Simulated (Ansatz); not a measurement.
Crystal: WS2 (Tungstenite).

```
CELL_PARAMETERS angstrom
3.18000 0.00000 0.00000
-1.59000 2.75396 0.00000
0.00000 0.00000 12.50000
ATOMIC_POSITIONS crystal
W 0.66667 0.33333 0.75000
W 0.33333 0.66667 0.25000
S 0.66667 0.33333 0.37500
S 0.33333 0.66667 0.87500
S 0.66667 0.33333 0.12500
S 0.33333 0.66667 0.62500
```

| Quantity | Value |
| --- | --- |
| Program | Ansatz 0.2.0 |
| Task | relaxation of cell and atoms |
| Functional | revPBE |
| Dispersion | D4 |
| Potentials or basis | Ansatz PAW |
| Cutoff | 420 eV (not typed: the program's choice for these potentials) |
| k mesh | 10 × 10 × 3 |
| Occupations | fermi-dirac, width 0.05 eV |
| Spin | no spin polarisation |

At the start: volume 18.24 Å³/atom.

Problem. How do energy, volume and symmetry change on relaxing?

Solution. It ends after 6 steps and the volume is 16.87 Å³/atom (-7.5 %); space group P6_3/mmc (No. 194, to 0.05 Å).

The path:
| step | energy change (eV) | largest force (eV/Å) | volume (Å³) |
| --- | --- | --- | --- |
| 1 | 0.0000 | 0.2037 | 109.47 |
| 2 | -0.0124 | 0.3844 | 97.52 |
| 3 | -0.1073 | 0.0932 | 102.20 |
| 4 | -0.1104 | 0.0601 | 101.12 |
| 5 | -0.1109 | 0.0058 | 101.24 |
| 6 | -0.1094 | 0.0061 | 101.24 |

Final structure:
```xyz
6
Lattice="3.1407 0.0000 0.0000 -1.5703 2.7199 0.0000 0.0000 0.0000 11.8515" Properties=species:S:1:pos:R:3 pbc="T T T"
W     1.5703    0.9066    8.8887
W     0.0000    1.8133    2.9629
S     1.5703    0.9066    4.5410
S     0.0000    1.8133   10.4668
S     1.5703    0.9066    1.3848
S     0.0000    1.8133    7.3105
```

Caveat: the plane-wave basis is chosen anew once the cell has moved, so the energies of steps on either side of that aren't comparable; the PAW data sets come from PBE, with cores solved anew for the run's functional, which leaves a small shift of forces and pressure.
